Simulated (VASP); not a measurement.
# NaF (Fm-3m) in VASP: band structure with PBE

Aim: the band structure of NaF with PBE.

All numbers are computed with VASP 6.6.1; they aren't measurements. Logs are shortened: lines on timing, memory, paths and dates and some standing lists are left out, and cuts for length are marked.

### 1 The structure

It takes space group Fm-3m (No. 225, cubic). The conventional cell has a = 4.630 Å, b = 4.630 Å, c = 4.630 Å, α = 90.00°, β = 90.00°, γ = 90.00°. Around Na (site symmetry m-3m) lie 6 F at 2.31 Å. F (site symmetry m-3m) is surrounded by 6 Na at 2.31 Å.

The cell was built by a generator and needn't be a form met in nature.

### 2 Band structure, PBE

INCAR

```
SYSTEM = NaF
  PREC = Accurate
  ENCUT = 520
  EDIFF = 1E-6
  ISMEAR = 0
  SIGMA = 0.02
  LREAL = .FALSE.
  LASPH = .TRUE.
  NELM = 80
  ALGO = Fast
  ISIF = 2
  LWAVE = .FALSE.
  LCHARG = .FALSE.
  GGA = PE
  NBANDS = 14
```

KPOINTS

```
Automatic mesh
0
G
  10 10 10
  0 0 0
```

POSCAR

```
NaF
1.0
    0.0000000000      2.3150000000      2.3150000000
    2.3150000000      0.0000000000      2.3150000000
    2.3150000000      2.3150000000      0.0000000000
Na F
1 1
Direct
    0.0000000000      0.0000000000      0.0000000000
    0.5000000000      0.5000000000      0.5000000000
```

KPOINTS_OPT

```
path GXWKGLUWLK,UX
20
line-mode
reciprocal
 0.0000000000  0.0000000000  0.0000000000  G
 0.5000000000  0.0000000000  0.5000000000  X

 0.5000000000  0.0000000000  0.5000000000  X
 0.5000000000  0.2500000000  0.7500000000  W

 0.5000000000  0.2500000000  0.7500000000  W
 0.3750000000  0.3750000000  0.7500000000  K

 0.3750000000  0.3750000000  0.7500000000  K
 0.0000000000  0.0000000000  0.0000000000  G

 0.0000000000  0.0000000000  0.0000000000  G
 0.5000000000  0.5000000000  0.5000000000  L

 0.5000000000  0.5000000000  0.5000000000  L
 0.6250000000  0.2500000000  0.6250000000  U

 0.6250000000  0.2500000000  0.6250000000  U
 0.5000000000  0.2500000000  0.7500000000  W

 0.5000000000  0.2500000000  0.7500000000  W
 0.5000000000  0.5000000000  0.5000000000  L

 0.5000000000  0.5000000000  0.5000000000  L
 0.3750000000  0.3750000000  0.7500000000  K

 0.6250000000  0.2500000000  0.6250000000  U
 0.5000000000  0.0000000000  0.5000000000  X
```

Potentials or basis: VASP PAW PBE potentials, release 64 (Na_pv, F).

Command:

```bash
> cat potpaw_PBE.64/Na_pv/POTCAR potpaw_PBE.64/F/POTCAR > POTCAR
> mpirun -np 1 vasp_std > vasp.out
```

OUTCAR:

```text
SYSTEM = NaF
   PREC = Accurate
   ENCUT = 520
   EDIFF = 1E-6
   ISMEAR = 0
   LREAL = .FALSE.
   LASPH = .TRUE.
   NELM = 80
   ISIF = 2
   GGA = PE

 ion  position               nearest neighbor table
   1  0.000  0.000  0.000-   2 2.31   2 2.31   2 2.31   2 2.31   2 2.31   2 2.31
   2  0.500  0.500  0.500-   1 2.31   1 2.31   1 2.31   1 2.31   1 2.31   1 2.31

  LATTYP: Found a face centered cubic cell.
 ALAT       =     4.6300000000

  Lattice vectors:

 A1 = (   0.0000000000,   2.3150000000,   2.3150000000)
 A2 = (   2.3150000000,   0.0000000000,   2.3150000000)
 A3 = (   2.3150000000,   2.3150000000,   0.0000000000)

Analysis of symmetry for initial positions (statically):
=====================================================================
 Subroutine PRICEL returns:
 Original cell was already a primitive cell.

 Routine SETGRP: Setting up the symmetry group for a
 face centered cubic supercell.

 Subroutine GETGRP returns: Found 48 space group operations
 (whereof 48 operations were pure point group operations)
 out of a pool of 48 trial point group operations.

The static configuration has the point symmetry O_h .

Analysis of symmetry for dynamics (positions and initial velocities):
=====================================================================
 Subroutine PRICEL returns:
 Original cell was already a primitive cell.

 Routine SETGRP: Setting up the symmetry group for a
 face centered cubic supercell.

 Subroutine GETGRP returns: Found 48 space group operations
 (whereof 48 operations were pure point group operations)
 out of a pool of 48 trial point group operations.

The dynamic configuration has the point symmetry O_h .

 Subroutine INISYM returns: Found 48 space group operations
 (whereof 48 operations are pure point group operations),
 and found     1 'primitive' translations

----------------------------------------------------------------------------------------

                                     Primitive cell

  volume of cell :      24.8132

  direct lattice vectors                    reciprocal lattice vectors
     0.000000000  2.315000000  2.315000000    -0.215982721  0.215982721  0.215982721
     2.315000000  0.000000000  2.315000000     0.215982721 -0.215982721  0.215982721
     2.315000000  2.315000000  0.000000000     0.215982721  0.215982721 -0.215982721

  length of vectors
     3.273904397  3.273904397  3.273904397     0.374093047  0.374093047  0.374093047

  position of ions in fractional coordinates (direct lattice)
     0.000000000  0.000000000  0.000000000
     0.500000000  0.500000000  0.500000000

  ion indices of the primitive-cell ions
   primitive index   ion index
                 1           1
                 2           2

[... 88 lines left out ...]
   IALGO  =     68    algorithm
   IMIX   =      4    mixing-type and parameters
     AMIX     =   0.40;   BMIX     =  1.00
     AMIX_MAG =   1.60;   BMIX_MAG =  1.00
  volume/ion in A,a.u.               =      12.41        83.72
  Fermi-wavevector in a.u.,A,eV,Ry     =   1.352768  2.556360 24.898391  1.829980
  Thomas-Fermi vector in A             =   2.480079
   LORBIT       =      0    0 simple, 1 ext, 2 COOP (PROOUT), +10 PAW based schemes
   GGA     = PE    functional components
   LHFCALC =     F    Hartree Fock is set to
   AEXX    =    0.0000 exact exchange contribution
   IVDW    =     0    specifies the selected vdW correction
   LEPSILON=     F    determine dielectric tensor
   LRPA    =     F    only Hartree local field effects (RPA)
 non-spin polarized calculation
 RMM-DIIS sequential band-by-band and
 Gauss-broadening in eV      SIGMA  =   0.02
  energy-cutoff  :      520.00
  volume of cell :       24.81
 maximum number of plane-waves:       692
   NGX = 13   NGY = 13   NGZ = 13

 number of electron      13.9999983 magnetization

 Free energy of the ion-electron system (eV)
  ---------------------------------------------------
  ext. energy  EPLUGINS =         0.00000000
  ---------------------------------------------------
  free energy    TOTEN  =        -8.56054655 eV

  energy without entropy =       -8.56054655  energy(sigma->0) =       -8.56054655

 E-fermi :  -1.8657     XC(G=0):  -9.1673

 val. band max:       -2.0732347292   @ k =   0.0000   0.0000   0.0000
 cond. band min:       4.2406172569   @ k =   0.0000   0.0000   0.0000
 fundamental gap:      6.3138519862
 Fermi energy:        -1.8656617615

 k-point     1 :       0.0000    0.0000    0.0000
  band No.  band energies     occupation
      1     -21.2505      2.00000
      2     -21.0119      2.00000
      3     -21.0119      2.00000
      4     -21.0119      2.00000
      5      -2.0732      2.00000
      6      -2.0732      2.00000
      7      -2.0732      2.00000
      8       4.2406      0.00000
      9      16.9221      0.00000
     10      16.9221      0.00000
     11      16.9221      0.00000
     12      19.7907      0.00000
     13      21.9695      0.00000
     14      21.9695      0.00000
[... 377 lines left out ...]
      1     -21.5120      2.00000
      2     -21.0600      2.00000
      3     -21.0521      2.00000
      4     -20.6272      2.00000
      5      -3.2501      2.00000
      6      -2.4566      2.00000
      7      -2.4007      2.00000
      8       8.5169      0.00000
      9      11.7892      0.00000
     10      14.6887      0.00000
     11      17.5621      0.00000
     12      17.6046      0.00000
     13      23.3390      0.00000
     14      24.6004      0.00000

 [... further k-points ...]

------------------------ aborting loop because EDIFF is reached ----------------------------------------

  FORCE on cell =-STRESS in cart. coord.  units (eV):
  Direction    XX          YY          ZZ          XY          YZ          ZX
  --------------------------------------------------------------------------------------
  -------------------------------------------------------------------------------------
  Total        0.3422116      0.3422116      0.3422116      0.0000000      0.0000000     -0.0000000
  in kB       22.0964431     22.0964431     22.0964431      0.0000000      0.0000000     -0.0000000
  external PRESSURE =      22.0964431 kB  Pullay stress =       0.0000000 kB

 VOLUME and BASIS-vectors are now :
 -----------------------------------------------------------------------------
  energy-cutoff  :      520.00
  volume of cell :       24.81
      direct lattice vectors                 reciprocal lattice vectors
     0.000000000  2.315000000  2.315000000    -0.215982721  0.215982721  0.215982721
     2.315000000  0.000000000  2.315000000     0.215982721 -0.215982721  0.215982721
     2.315000000  2.315000000  0.000000000     0.215982721  0.215982721 -0.215982721

 POSITION                                       TOTAL-FORCE (eV/Angst)
 -----------------------------------------------------------------------------------
      0.00000      0.00000      0.00000         0.000000      0.000000      0.000000
      2.31500      2.31500      2.31500        -0.000000     -0.000000     -0.000000
 -----------------------------------------------------------------------------------
    total drift:                                0.000000     -0.000000      0.000000

  FREE ENERGIE OF THE ION-ELECTRON SYSTEM (eV)
  ---------------------------------------------------
  free  energy   TOTEN  =        -8.5605465484 eV

  energy  without entropy=       -8.5605465484  energy(sigma->0) =       -8.56054655
```

OSZICAR:

```text
N       E                     dE             d eps       ncg     rms          rms(c)
DAV:   1     0.106259574495E+03    0.10626E+03   -0.76576E+03  1346   0.121E+03
DAV:   2    -0.400736666330E+01   -0.11027E+03   -0.10301E+03  1442   0.338E+02
DAV:   3    -0.941097773896E+01   -0.54036E+01   -0.53922E+01  1658   0.677E+01
[... 48 lines left out ...]
DAV:   8    -0.870828194634E+04   -0.30456E-06     1036
       N       E                     dE             ncg
DAV:   1     0.189086652385E+05   -0.81988E+04      336
DAV:   2     0.175509815719E+05   -0.13577E+04      402
DAV:   3     0.174823706170E+05   -0.68611E+02      420
DAV:   4     0.174818224611E+05   -0.54816E+00      420
DAV:   5     0.174818161497E+05   -0.63114E-02      408
DAV:   6     0.174818160433E+05   -0.10641E-03      432
DAV:   7     0.174818160413E+05   -0.19888E-05      406
DAV:   8     0.174818160412E+05   -0.43932E-07      330
```

stdout:

```text
POSCAR found type information on POSCAR NaF
 POSCAR found :  2 types and       2 ions
 scaLAPACK will be used
 LDA part: xc-table for (Slater+PW92), standard interpolation
 POSCAR, INCAR and KPOINTS ok, starting setup
 FFT: planning ... GRIDC
 FFT: planning ... GRID_SOFT
 FFT: planning ... GRID
 WAVECAR not read
 entering main loop
WARNING in EDDRMM: call to ZHEGV failed, returncode =   6  3     11
 Start KPOINTS_OPT (optional k-point list driver)
k-point batch [1-47\200]
k-point batch [48-94\200]
k-point batch [95-141\200]
k-point batch [142-188\200]
k-point batch [189-200\200]
```

Wall time 34 s (1 thread of Intel Xeon Platinum 8259CL at 2.50GHz (Skylake/Cascade Lake), shared host); peak memory 0.15 GiB.

Results:

```yaml
Free_energy: -8.5605 eV
Pressure: 2.2 GPa
Band_gap_on_the_k_mesh: 6.31 eV, direct
Band_gap_along_the_path: 6.31 eV, direct
```

Levels at the corners of the path, in eV from the valence-band top:
```
point  band 3  band 4  band 5  band 6  band 7  band 8  band 9  band 10  band 11  band 12
    Γ  -18.94  -18.94    0.00    0.00    0.00    6.31   19.00    19.00    19.00    21.86
    X  -18.99  -18.93   -1.28   -0.41   -0.41   13.17   13.31    13.63    19.80    19.80
    X  -18.99  -18.93   -1.28   -0.41   -0.41   13.17   13.31    13.63    19.80    19.80
    W  -19.04  -18.47   -0.87   -0.87   -0.57   13.24   13.24    15.23    16.90    23.51
    W  -19.04  -18.47   -0.87   -0.87   -0.57   13.24   13.24    15.23    16.90    23.51
    K  -18.98  -18.49   -1.06   -0.83   -0.37   12.85   13.25    14.74    19.40    19.92
    K  -18.98  -18.49   -1.06   -0.83   -0.37   12.85   13.25    14.74    19.40    19.92
    Γ  -18.94  -18.94    0.00    0.00    0.00    6.31   19.00    19.00    19.00    21.86
    Γ  -18.94  -18.94    0.00    0.00    0.00    6.31   19.00    19.00    19.00    21.86
    L  -18.95  -18.17   -1.59   -0.26   -0.26   10.80   12.49    20.14    20.14    22.95
    L  -18.95  -18.17   -1.59   -0.26   -0.26   10.80   12.49    20.14    20.14    22.95
    U  -18.98  -18.49   -1.06   -0.83   -0.37   12.85   13.25    14.74    19.40    19.92
    U  -18.98  -18.49   -1.06   -0.83   -0.37   12.85   13.25    14.74    19.40    19.92
    W  -19.04  -18.47   -0.87   -0.87   -0.57   13.24   13.24    15.23    16.90    23.51
    W  -19.04  -18.47   -0.87   -0.87   -0.57   13.24   13.24    15.23    16.90    23.51
    L  -18.95  -18.17   -1.59   -0.26   -0.26   10.80   12.49    20.14    20.14    22.95
    L  -18.95  -18.17   -1.59   -0.26   -0.26   10.80   12.49    20.14    20.14    22.95
    K  -18.98  -18.49   -1.06   -0.83   -0.37   12.85   13.25    14.74    19.40    19.92
    U  -18.98  -18.49   -1.06   -0.83   -0.37   12.85   13.25    14.74    19.40    19.92
    X  -18.99  -18.93   -1.28   -0.41   -0.41   13.17   13.31    13.63    19.80    19.80
```
